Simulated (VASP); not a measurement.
# GaN (I-4m2) in VASP: a series of runs

Runs on GaN. Level: PBE. Tasks: single point.

Everything below comes from runs of VASP 6.6.1. Logs are shortened: lines on timing, memory, paths and dates and some standing lists are left out, and cuts for length are marked.

## 1. The crystal as given

Symmetry: I-4m2, No. 119, tetragonal system. Conventional cell: a = 3.277 Å, b = 3.277 Å, c = 4.263 Å, α = 90.00°, β = 90.00°, γ = 90.00°. Ga (site symmetry -4m2) has 4 N at 1.95 Å as nearest neighbours. N (site symmetry -4m2) is surrounded by 4 Ga at 1.95 Å.

Measurements of this composition are mostly on another form, of space group No. 186.

## 2. Single point, PBE

The input, INCAR:

```
PREC     = Accurate       # precision mode
ENCUT    = 520            # plane-wave cutoff, eV
EDIFF    = 1E-7           # SCF threshold, eV
ISMEAR   = 0              # smearing method
SIGMA    = 0.05           # smearing width, eV
LREAL    = False          # projectors in reciprocal space
LASPH    = True           # aspherical terms in the spheres
NELM     = 100            # most SCF steps
ALGO     = Fast           # electronic algorithm
ISIF     = 2              # what is computed and relaxed
LWAVE    = False          # write WAVECAR
LCHARG   = False          # write CHGCAR
GGA      = PE             # functional
NBANDS   = 16             # bands
```

The input, KPOINTS:

```
regular mesh
0
Gamma
  12 12 12
```

The input, POSCAR:

```
GaN
1.0
    0.0000000000      2.3170126437      2.1316516322
    2.3170126437      0.0000000000      2.1316516322
    2.3170126437      2.3170126437      0.0000000000
Ga N
1 1
Direct
    0.0000000000      0.0000000000      0.0000000000
    0.7500000000      0.7500000000      0.7500000000
```

Potentials or basis: VASP PAW PBE potentials, release 64 (Ga_d, N).

On the command line:

```sh
$ cat potpaw_PBE.64/Ga_d/POTCAR potpaw_PBE.64/N/POTCAR > POTCAR
$ mpirun -np 1 vasp_std > vasp.out
```

OUTCAR:

```text
PREC = Accurate
   ENCUT = 520
   EDIFF = 1E-7
   ISMEAR = 0
   LREAL = False
   LASPH = True
   NELM = 100
   ISIF = 2
   GGA = PE

 ion  position               nearest neighbor table
   1  0.000  0.000  0.000-   2 1.95   2 1.95   2 1.95   2 1.95
   2  0.750  0.750  0.750-   1 1.95   1 1.95   1 1.95   1 1.95

  LATTYP: Found a body centered tetragonal cell.
 ALAT       =     3.2767507049
 C/A-ratio  =     1.3010764774

  Lattice vectors:

 A1 = (   0.0000000000,  -2.3170126437,  -2.1316516322)
 A2 = (   0.0000000000,   2.3170126437,  -2.1316516322)
 A3 = (   2.3170126437,   0.0000000000,   2.1316516322)

Analysis of symmetry for initial positions (statically):
=====================================================================
 Subroutine PRICEL returns:
 Original cell was already a primitive cell.

 Routine SETGRP: Setting up the symmetry group for a
 body centered tetragonal supercell.

 Subroutine GETGRP returns: Found  8 space group operations
 (whereof  8 operations were pure point group operations)
 out of a pool of 16 trial point group operations.

The static configuration has the point symmetry D_2d.

Analysis of symmetry for dynamics (positions and initial velocities):
=====================================================================
 Subroutine PRICEL returns:
 Original cell was already a primitive cell.

 Routine SETGRP: Setting up the symmetry group for a
 body centered tetragonal supercell.

 Subroutine GETGRP returns: Found  8 space group operations
 (whereof  8 operations were pure point group operations)
 out of a pool of 16 trial point group operations.

The dynamic configuration has the point symmetry D_2d.

 Subroutine INISYM returns: Found  8 space group operations
 (whereof  8 operations are pure point group operations),
 and found     1 'primitive' translations

----------------------------------------------------------------------------------------

                                     Primitive cell

  volume of cell :      22.8877

  direct lattice vectors                    reciprocal lattice vectors
     0.000000000  2.317012644  2.131651632    -0.215795111  0.215795111  0.234559903
     2.317012644  0.000000000  2.131651632     0.215795111 -0.215795111  0.234559903
     2.317012644  2.317012644  0.000000000     0.215795111  0.215795111 -0.234559903

  length of vectors
     3.148410118  3.148410118  3.276750705     0.384907012  0.384907012  0.384907012
[... 81 lines left out ...]
   EDIFF  = 0.1E-06   stopping-criterion for ELM
   LREAL  =      F    real-space projection
   EDIFFG = 0.1E-05   stopping-criterion for IOM
   NSW    =      0    number of steps for IOM
   IBRION =     -1    ionic relax: 0-MD 1-quasi-New 2-CG
   NFREE  =      0    steps in history (QN), initial steepest desc. (CG)
   ISIF   =      2    stress and relaxation
   ISYM   =      2    0-nonsym 1-usesym 2-fastsym
   POTIM  = 0.5000    time-step for ionic-motion
   TEBEG  =    0.0;   TEEND  =   0.0 temperature during run
   PSTRESS=    0.0 pullay stress
   NELECT =      18.0000    total number of electrons
   NUPDOWN=      -1.0000    fix difference up-down
   EMIN   =  10.00;   EMAX   =-10.00  energy-range for DOS
   EFERMI =   0.00;   METHOD = LEGACY
   ISMEAR =     0;   SIGMA  =   0.05  broadening in eV -4-tet -1-fermi 0-gaus
   EFERMI_NEDOS =   21; number of points for ismear=-14 and -15
   IALGO  =     68    algorithm
   IMIX   =      4    mixing-type and parameters
     AMIX     =   0.40;   BMIX     =  1.00
     AMIX_MAG =   1.60;   BMIX_MAG =  1.00
  volume/ion in A,a.u.               =      11.44        77.23
  Fermi-wavevector in a.u.,A,eV,Ry     =   1.511117  2.855596 31.068543  2.283473
  Thomas-Fermi vector in A             =   2.621216
   LORBIT       =      0    0 simple, 1 ext, 2 COOP (PROOUT), +10 PAW based schemes
   GGA     = PE    functional components
   LHFCALC =     F    Hartree Fock is set to
   AEXX    =    0.0000 exact exchange contribution
   IVDW    =     0    specifies the selected vdW correction
   LEPSILON=     F    determine dielectric tensor
   LRPA    =     F    only Hartree local field effects (RPA)
 non-spin polarized calculation
 RMM-DIIS sequential band-by-band and
 Gauss-broadening in eV      SIGMA  =   0.05
  energy-cutoff  :      520.00
  volume of cell :       22.89
 maximum number of plane-waves:       640
   NGX = 11   NGY = 11   NGZ = 13

 number of electron      18.0000007 magnetization

 Free energy of the ion-electron system (eV)
  ---------------------------------------------------
  ext. energy  EPLUGINS =         0.00000000
  ---------------------------------------------------
  free energy    TOTEN  =       -12.10834211 eV

  energy without entropy =      -12.10834211  energy(sigma->0) =      -12.10834211

 E-fermi :   5.8231     XC(G=0): -11.6748

 val. band max:        5.5010198033   @ k =   0.0000   0.0000   0.0000
 cond. band min:       6.9881727429   @ k =   0.0000   0.0000   0.0000
 fundamental gap:      1.4871529396
 Fermi energy:         5.8231393063

 k-point     1 :       0.0000    0.0000    0.0000
  band No.  band energies     occupation
      1     -10.6390      2.00000
      2      -8.1954      2.00000
      3      -8.1954      2.00000
      4      -8.1137      2.00000
      5      -7.8590      2.00000
      6      -7.8542      2.00000
[... 433 lines left out ...]
      3      -8.0560      2.00000
      4      -7.8804      2.00000
      5      -7.8001      2.00000
      6      -6.4419      2.00000
[... 8 lines left out ...]
     15      24.0732      0.00000
     16      25.4524      0.00000

 [... further k-points ...]

------------------------ aborting loop because EDIFF is reached ----------------------------------------

  FORCE on cell =-STRESS in cart. coord.  units (eV):
  Direction    XX          YY          ZZ          XY          YZ          ZX
  --------------------------------------------------------------------------------------
  -------------------------------------------------------------------------------------
  Total        0.2622198      0.2622198      1.4372163      0.0000000      0.0000000     -0.0000000
  in kB       18.3557902     18.3557902    100.6073427      0.0000000      0.0000000     -0.0000000
  external PRESSURE =      45.7729744 kB  Pullay stress =       0.0000000 kB

 VOLUME and BASIS-vectors are now :
 -----------------------------------------------------------------------------
  energy-cutoff  :      520.00
  volume of cell :       22.89
      direct lattice vectors                 reciprocal lattice vectors
     0.000000000  2.317012644  2.131651632    -0.215795111  0.215795111  0.234559903
     2.317012644  0.000000000  2.131651632     0.215795111 -0.215795111  0.234559903
     2.317012644  2.317012644  0.000000000     0.215795111  0.215795111 -0.234559903

 POSITION                                       TOTAL-FORCE (eV/Angst)
 -----------------------------------------------------------------------------------
      0.00000      0.00000      0.00000        -0.000000     -0.000000     -0.000000
      3.47552      3.47552      3.19748         0.000000      0.000000      0.000000
 -----------------------------------------------------------------------------------
    total drift:                                0.000000      0.000000     -0.000003

  FREE ENERGIE OF THE ION-ELECTRON SYSTEM (eV)
  ---------------------------------------------------
  free  energy   TOTEN  =       -12.1083421109 eV

  energy  without entropy=      -12.1083421109  energy(sigma->0) =      -12.10834211
```

OSZICAR:

```text
N       E                     dE             d eps       ncg     rms          rms(c)
DAV:   1     0.804103607434E+02    0.80410E+02   -0.92443E+03  5864   0.202E+03
DAV:   2    -0.847259628490E+01   -0.88883E+02   -0.82944E+02  5984   0.323E+02
DAV:   3    -0.140443242884E+02   -0.55717E+01   -0.55519E+01  6128   0.695E+01
DAV:   4    -0.141061489651E+02   -0.61825E-01   -0.61818E-01  6560   0.782E+00
DAV:   5    -0.141069767022E+02   -0.82774E-03   -0.82773E-03  6360   0.800E-01    0.771E+00
RMM:   6    -0.121143651666E+02    0.19926E+01   -0.24664E+00  7539   0.107E+01    0.238E+00
RMM:   7    -0.121139573717E+02    0.40779E-03   -0.21126E-01  7686   0.461E+00    0.167E+00
RMM:   8    -0.121091371133E+02    0.48203E-02   -0.41196E-02  7526   0.205E+00    0.242E-01
RMM:   9    -0.121081416751E+02    0.99544E-03   -0.94542E-03  8789   0.815E-01    0.111E-01
RMM:  10    -0.121083442878E+02   -0.20261E-03   -0.96792E-04  7464   0.276E-01    0.539E-02
RMM:  11    -0.121083399668E+02    0.43210E-05   -0.12695E-04  8338   0.112E-01    0.826E-03
RMM:  12    -0.121083419189E+02   -0.19521E-05   -0.20151E-05  8589   0.424E-02    0.655E-03
RMM:  13    -0.121083420558E+02   -0.13695E-06   -0.25416E-06  8069   0.151E-02    0.206E-03
RMM:  14    -0.121083421109E+02   -0.55103E-07   -0.62628E-07  6948   0.791E-03
   1 F= -.12108342E+02 E0= -.12108342E+02  d E =-.154072E-22
```

Wall time 36 s (1 thread of Intel Xeon Platinum 8488C (Sapphire Rapids), shared host); peak memory 0.18 GiB.

What came out:

| Property | Result |
| --- | --- |
| Free energy | -12.1083 eV |
| Pressure | 4.6 GPa |
| Band gap on the k mesh | 1.49 eV, direct |

Stress tensor (GPa, compression positive):
```
 1.84  0.00  0.00
 0.00  1.84  0.00
 0.00  0.00 10.06
```

Levels at points of the mesh, in eV from the valence-band top:
| k point | band 6 | band 7 | band 8 | band 9 | band 10 | band 11 | band 12 | band 13 |
| --- | --- | --- | --- | --- | --- | --- | --- | --- |
| (0.00, 0.00, 0.00) | -13.36 | -0.33 | -0.33 | 0.00 | 1.49 | 9.97 | 10.21 | 10.21 |
| (0.50, 0.00, 0.00) | -12.11 | -7.23 | -1.47 | -0.90 | 4.26 | 8.54 | 9.56 | 10.97 |
| (0.50, 0.50, 0.00) | -11.39 | -5.72 | -3.32 | -3.32 | 2.85 | 5.53 | 12.26 | 13.43 |
| (0.50, 0.00, 0.50) | -11.83 | -6.62 | -2.70 | -2.65 | 3.34 | 6.90 | 11.08 | 12.94 |

PBE gaps usually lie below the measured ones, often by a third to a half.

## 3. Single point, PBE

This run uses another cell than the first one, of the same volume but with other edges.

The input, INCAR:

```
SYSTEM = GaN
PREC     = Accurate       ! precision mode
ENCUT    = 520            ! plane-wave cutoff, eV
EDIFF    = 1E-6           ! SCF threshold, eV
ISMEAR   = 0              ! smearing method
SIGMA    = 0.05           ! smearing width, eV
LREAL    = .FALSE.        ! projectors in reciprocal space
LASPH    = .TRUE.         ! aspherical terms in the spheres
NELM     = 100            ! most SCF steps
ALGO     = Fast           ! electronic algorithm
ISIF     = 2              ! what is computed and relaxed
LWAVE    = .FALSE.        ! write WAVECAR
LCHARG   = .TRUE.         ! write CHGCAR
GGA      = PE             ! functional
LELF     = .TRUE.         ! ELF
LVHAR    = .TRUE.       
NBANDS   = 16             ! bands
```

The input, KPOINTS:

```
regular mesh
0
G
  12 12 12
  0 0 0
```

The input, POSCAR:

```
GaN
1.0
    0.0000000000      1.9686141080      2.9529211620
    1.9686141080      0.0000000000      2.9529211620
    1.9686141080      1.9686141080      0.0000000000
Ga N
1 1
Direct
    0.0000000000      0.0000000000      0.0000000000
    0.7500000000      0.7500000000      0.7500000000
```

Potentials or basis: VASP PAW PBE potentials, release 64 (Ga_d, N).

On the command line:

```sh
$ cat potpaw_PBE.64/Ga_d/POTCAR potpaw_PBE.64/N/POTCAR > POTCAR
$ mpirun -np 1 vasp_std > vasp.out
```

Run time: 56 s. Hardware: 1 thread of Intel Xeon Platinum 8488C (Sapphire Rapids), shared host; peak memory 0.19 GiB.

It converged, with:

```yaml
Free_energy: -10.5154 eV
Pressure: 1.3 GPa
Band_gap_on_the_k_mesh: none (metal or under the smearing width)
```

Stress tensor (GPa, compression positive):
```
 33.84   0.00   0.00
  0.00  33.84   0.00
  0.00   0.00 -63.70
```

Levels at points of the mesh, in eV from the Fermi level:
```csv
k point,band 6,band 7,band 8,band 9,band 10,band 11,band 12,band 13
"(0.00, 0.00, 0.00)",-15.10,-3.60,-1.39,-0.15,-0.15,9.57,9.57,9.68
"(0.50, 0.00, 0.00)",-13.46,-7.97,-3.83,-0.16,0.04,6.47,10.62,12.62
"(0.50, 0.50, 0.00)",-14.40,-10.17,-1.38,-1.38,4.84,5.51,10.86,13.13
"(0.50, 0.00, 0.50)",-12.30,-5.55,-4.36,-4.09,1.43,3.62,7.08,9.97
```

[end of part 1 of 2]
